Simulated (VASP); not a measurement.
# SiC: single point with PBE

The system is SiC.

```
Si C
1.0
     3.07569    0.00000    0.00000
    -1.53785    2.66363    0.00000
     0.00000    0.00000   10.07065
Si C
4 4
Direct
  0.00000 0.00000 0.18789
  0.00000 0.00000 0.68789
  0.33333 0.66667 0.43784
  0.66667 0.33333 0.93784
  0.00000 0.00000 0.00046
  0.00000 0.00000 0.50046
  0.33333 0.66667 0.24980
  0.66667 0.33333 0.74980
```

The cell is a database's computed one.

```json
{
  "Program": "VASP 6.6.1",
  "Task": "single point",
  "Functional": "PBE",
  "Potentials or basis": "VASP PAW PBE potentials, release 64 (Si, C)",
  "Cutoff": "520 eV",
  "k mesh": "10 × 10 × 3",
  "Occupations": "gaussian, width 0.015 eV",
  "Spin": "no spin polarisation",
  "Further INCAR settings": "ALGO = Normal; EDIFF = 1e-07"
}
```

```json
{
  "Pressure": "3.9 GPa",
  "Largest force": "0.005 eV/Å",
  "Band gap on the k mesh": "2.23 eV, indirect (least direct gap 3.35 eV)"
}
```

Forces on the atoms (eV/Å):
```
Si   0.000  0.000  0.002
Si   0.000  0.000  0.002
Si   0.000  0.000 -0.005
Si   0.000  0.000 -0.005
C    0.000  0.000 -0.002
C    0.000  0.000 -0.002
C    0.000  0.000  0.005
C    0.000  0.000  0.005
```

Stress tensor (GPa, compression positive):
```
3.91 0.00 0.00
0.00 3.91 0.00
0.00 0.00 3.77
```

Levels at points of the mesh, in eV from the valence-band top:
```tsv
k point	band 13	band 14	band 15	band 16	band 17	band 18	band 19	band 20
(0.00, 0.00, 0.00)	-0.58	-0.05	0.00	0.00	5.12	5.70	6.32	6.34
(0.50, 0.00, 0.00)	-2.36	-2.22	-1.58	-1.12	2.23	2.36	4.23	4.76
```

Run time: 19 s on 1 thread of Intel(R) Xeon(R) 6975P-C (Granite Rapids), on a shared host, peak memory 0.21 GiB.

Caveat: an odd mesh through Γ misses points on the zone boundary, where band edges often lie. PBE gaps usually lie below the measured ones, often by a third to a half.
